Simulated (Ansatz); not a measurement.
# Si: a closer look at a trial structure

Aim: for this structure of Si, compute bands, density of states and charges.

Computed with Ansatz 0.2.0 (DFT PBE, scalar-relativistic, plane waves, PAW, unless a step's input says otherwise).

1 further run of the same task is left out (set aside as unsound or not needed).

## 1. The starting structure

It takes space group I4_1/amd (No. 141, tetragonal). Conventional cell: a = 5.457 Å, b = 5.457 Å, c = 13.014 Å, α = 90.00°, β = 90.00°, γ = 90.00°. Around Si (site symmetry m) lie 4 Si at 2.36 to 2.38 Å.

As a file:

```
CELL_PARAMETERS angstrom
-2.72862 2.72862 6.50710
2.72862 -2.72862 6.50710
2.72862 2.72862 -6.50710
ATOMIC_POSITIONS crystal
Si 0.43075 0.21496 0.21579
Si 0.96496 0.24917 0.28421
Si 0.96496 0.68075 0.71579
Si 0.31925 0.03504 0.28421
Si 0.75083 0.03504 0.71579
Si 0.99917 0.21496 0.78421
Si 0.78504 0.00083 0.21579
Si 0.78504 0.56925 0.78421
```

The cell was relaxed beforehand at this level, from a generated guess; it needn't be the stable form of this composition. At a tolerance of 0.02 Å it has space group I4_1/amd (No. 141); it has 24.22 Å³/atom, an uncorrected energy of +0.19 eV/atom over the standard state.

## 2. Static run: bands, density of states and charges

input.yaml

```yaml
crystal:
  lattice:
    - [-2.7286153443, 2.7286153443, 6.5070957192]
    - [2.7286153443, -2.7286153443, 6.5070957192]
    - [2.7286153443, 2.7286153443, -6.5070957192]
  atoms:
    - { symbol: Si, position: [0.4307452617, 0.214956814, 0.2157884478] }
    - { symbol: Si, position: [0.964956814, 0.2491683662, 0.2842115522] }
    - { symbol: Si, position: [0.964956814, 0.6807452617, 0.7157884478] }
    - { symbol: Si, position: [0.3192547383, 0.035043186, 0.2842115522] }
    - { symbol: Si, position: [0.7508316338, 0.035043186, 0.7157884478] }
    - { symbol: Si, position: [0.9991683662, 0.214956814, 0.7842115522] }
    - { symbol: Si, position: [0.785043186, 0.0008316338, 0.2157884478] }
    - { symbol: Si, position: [0.785043186, 0.5692547383, 0.7842115522] }
basis:
  ecutwfc: 420
kpoints:
  mp_grid: { grid: [8, 8, 8] }
  band_path:
    path:
      - [[0.0, 0.0, 0.0], [0.0, 0.0, 0.5], [0.25, 0.25, 0.25], [0.0, 0.5, 0.0], [0.0, 0.0, 0.0], [0.5, 0.5, -0.5], [0.29395925, 0.70604075, -0.29395925]]
      - [[-0.29395925, 0.29395925, 0.29395925], [0.0, 0.0, 0.0]]
      - [[0.0, 0.0, 0.5], [-0.0879185, 0.0879185, 0.5]]
      - [[0.5, 0.5, -0.0879185], [0.5, 0.5, -0.5]]
    npoints: 14
hamiltonian:
  xc: pbe
scf:
  occupations: { method: gaussian, width: 0.02 }
  n_extra_bands: 20
output:
  forces: true
  stress: true
  eigenvalues: true
  populations: true
  dos: { projected: true, de: 0.02, nscf_kmesh: { grid: [12, 12, 12] } }
  bader: true
  write_density: true
  write_potential: true
  elf: true
  volumetric_format: npy
```

Launch:

```bash
> ansatz run input.yaml --threads 1 --pin off --max-ram 2560MiB --backend cpu --events-out ev --progress --plain --runs-dir out
```

What does the calculation give? Wanted: gap; Bader charges.

The runs gave:

| quantity | value |
| --- | --- |
| gap | 1.04 eV, indirect on the path |
| Bader charges | Si +0.00 e |

The gap is 1.04 eV, with the valence top at Γ and the conduction bottom between N and Γ on the path. Of the projected weight, the top eV of the valence band is Si 3p (98 %), and the lowest eV of the conduction band Si 3p (68 %) and Si 3s (32 %). Charge transfer is small (Bader charges of 0.1 e at most), and the ELF peak on the Si–Si line marks a shared pair.
